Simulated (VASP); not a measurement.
Here is a VASP 6.6.1 calculation.

The input POSCAR:

```
Cd
1.0
    2.9788700000      0.0000000000      0.0000000000
   -1.4894350000      2.5797770946      0.0000000000
    0.0000000000      0.0000000000      5.6176500000
Cd
2
Direct
    0.6558780000      0.3294790000      0.7612670000
    0.3121480000      0.6811190000      0.2579970000
```

File INCAR.step1:

```
SYSTEM = Cd
PREC = Accurate
ENCUT = 600
EDIFF = 1E-7
ISMEAR = 0
SIGMA = 0.05
LREAL = .False.
LASPH = .True.
NELM = 100
ALGO = Fast
ISIF = 2
LWAVE = .False.
LCHARG = .True.
GGA = BO
LUSE_VDW = .True.
AGGAC = 0.0
PARAM1 = 0.1833333333
PARAM2 = 0.22
NBANDS = 27
```

The input KPOINTS.step1:

```
regular mesh
0
Gamma
  10 10 5
  0 0 0
```

The input INCAR.step2:

```
SYSTEM = Cd
PREC = Accurate
ENCUT = 600
EDIFF = 1E-7
ISMEAR = 0
SIGMA = 0.05
LREAL = .False.
LASPH = .True.
NELM = 100
ALGO = Fast
ISIF = 2
LWAVE = .False.
LCHARG = .False.
GGA = BO
LUSE_VDW = .True.
AGGAC = 0.0
PARAM1 = 0.1833333333
PARAM2 = 0.22
NBANDS = 27
ICHARG = 11
```

Contents of KPOINTS.step2:

```
path GMKGALHA,LM,KH
10
line-mode
reciprocal
 0.0000000000  0.0000000000  0.0000000000  G
 0.5000000000  0.0000000000  0.0000000000  M

 0.5000000000  0.0000000000  0.0000000000  M
 0.3333333333  0.3333333333  0.0000000000  K

 0.3333333333  0.3333333333  0.0000000000  K
 0.0000000000  0.0000000000  0.0000000000  G

 0.0000000000  0.0000000000  0.0000000000  G
 0.0000000000  0.0000000000  0.5000000000  A

 0.0000000000  0.0000000000  0.5000000000  A
 0.5000000000  0.0000000000  0.5000000000  L

 0.5000000000  0.0000000000  0.5000000000  L
 0.3333333333  0.3333333333  0.5000000000  H

 0.3333333333  0.3333333333  0.5000000000  H
 0.0000000000  0.0000000000  0.5000000000  A

 0.5000000000  0.0000000000  0.5000000000  L
 0.5000000000  0.0000000000  0.0000000000  M

 0.3333333333  0.3333333333  0.0000000000  K
 0.3333333333  0.3333333333  0.5000000000  H
```

Potentials or basis: VASP PAW PBE potentials, release 64 (Cd_sv_GW).

The run is started by

```sh
$ cat potpaw_PBE.64/Cd_sv_GW/POTCAR > POTCAR
$ cp INCAR.step1 INCAR
$ cp KPOINTS.step1 KPOINTS
$ mpirun -np 1 vasp_std > vasp.out
$ cp INCAR.step2 INCAR
$ cp KPOINTS.step2 KPOINTS
$ mpirun -np 1 vasp_std > vasp.out
```

What does it give for the band gap along the path?

None (metal or under the smearing width).

Levels at the corners of the path, in eV from the Fermi level:
| point | band 16 | band 17 | band 18 | band 19 | band 20 | band 21 | band 22 | band 23 | band 24 | band 25 |
| --- | --- | --- | --- | --- | --- | --- | --- | --- | --- | --- |
| Γ | -8.74 | -8.70 | -8.49 | -8.45 | -3.04 | -2.87 | 10.38 | 14.01 | 14.52 | 14.82 |
| M | -8.51 | -8.20 | -8.17 | -2.19 | -1.81 | 2.02 | 3.06 | 3.17 | 5.40 | 8.28 |
| M | -8.51 | -8.20 | -8.17 | -2.19 | -1.81 | 2.02 | 3.06 | 3.17 | 5.40 | 8.28 |
| K | -8.72 | -8.61 | -8.58 | 0.02 | 0.08 | 0.58 | 4.43 | 4.80 | 4.86 | 5.36 |
| K | -8.72 | -8.61 | -8.58 | 0.02 | 0.08 | 0.58 | 4.43 | 4.80 | 4.86 | 5.36 |
| Γ | -8.74 | -8.70 | -8.49 | -8.45 | -3.04 | -2.87 | 10.38 | 14.01 | 14.55 | 14.98 |
| Γ | -8.74 | -8.70 | -8.49 | -8.45 | -3.04 | -2.87 | 10.38 | 14.01 | 14.55 | 14.82 |
| A | -8.58 | -8.57 | -8.57 | -7.34 | -7.26 | 3.72 | 3.84 | 14.28 | 14.31 | 15.48 |
| A | -8.58 | -8.57 | -8.57 | -7.34 | -7.26 | 3.72 | 3.84 | 14.27 | 14.31 | 15.49 |
| L | -8.46 | -8.19 | -8.18 | -1.42 | -1.41 | 0.10 | 0.10 | 7.95 | 8.00 | 9.85 |
| L | -8.46 | -8.19 | -8.18 | -1.42 | -1.41 | 0.10 | 0.10 | 7.95 | 8.00 | 9.85 |
| H | -8.92 | -8.49 | -8.49 | 1.15 | 1.16 | 1.46 | 1.47 | 1.98 | 2.04 | 9.78 |
| H | -8.92 | -8.49 | -8.49 | 1.15 | 1.16 | 1.46 | 1.47 | 1.98 | 2.04 | 9.78 |
| A | -8.58 | -8.57 | -8.57 | -7.34 | -7.26 | 3.72 | 3.84 | 14.28 | 14.45 | 15.49 |
| L | -8.46 | -8.19 | -8.18 | -1.42 | -1.41 | 0.10 | 0.10 | 7.95 | 8.00 | 9.85 |
| M | -8.51 | -8.20 | -8.17 | -2.19 | -1.81 | 2.02 | 3.06 | 3.17 | 5.40 | 8.28 |
| K | -8.72 | -8.61 | -8.58 | 0.02 | 0.08 | 0.58 | 4.43 | 4.80 | 4.86 | 5.36 |
| H | -8.92 | -8.49 | -8.49 | 1.15 | 1.16 | 1.46 | 1.47 | 1.98 | 2.04 | 9.78 |

Caveat: the log is that of the step along the path at fixed density, whose energy, stress, charges and moments have no meaning.
